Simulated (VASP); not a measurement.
A run of VASP 6.6.1 is set up as follows.

The input INCAR:

```
SYSTEM = K
PREC = Accurate
ENCUT = 520
EDIFF = 1E-6
ISMEAR = -1
SIGMA = 0.1
LREAL = .FALSE.
LASPH = .TRUE.
NELM = 80
ALGO = Normal
ISIF = 2
LWAVE = .FALSE.
LCHARG = .FALSE.
GGA = RE
NBANDS = 10
```

KPOINTS

```
regular mesh
0
G
  8 8 8
  0 0 0
```

POSCAR

```
K
1.0
    4.4083149871      0.0000000000      0.0000000000
    0.0000000000      4.4083149871      0.0000000000
    0.0000000000      0.0000000000      4.4083149871
K
1
Direct
    0.0000000000      0.0000000000      0.0000000000
```

Potentials or basis: VASP PAW PBE potentials, release 64 (K_sv).

Command:

```bash
$ cat potpaw_PBE.64/K_sv/POTCAR > POTCAR
$ mpirun -np 1 vasp_std > vasp.out
```

**Question.** Estimate the band gap on the k mesh.

**Answer.** None (metal or under the smearing width).

**Question.** Estimate the pressure.

**Answer.** 0.0 GPa.

Caveat: the PAW data sets were made with another functional, which shifts forces and pressure a little.
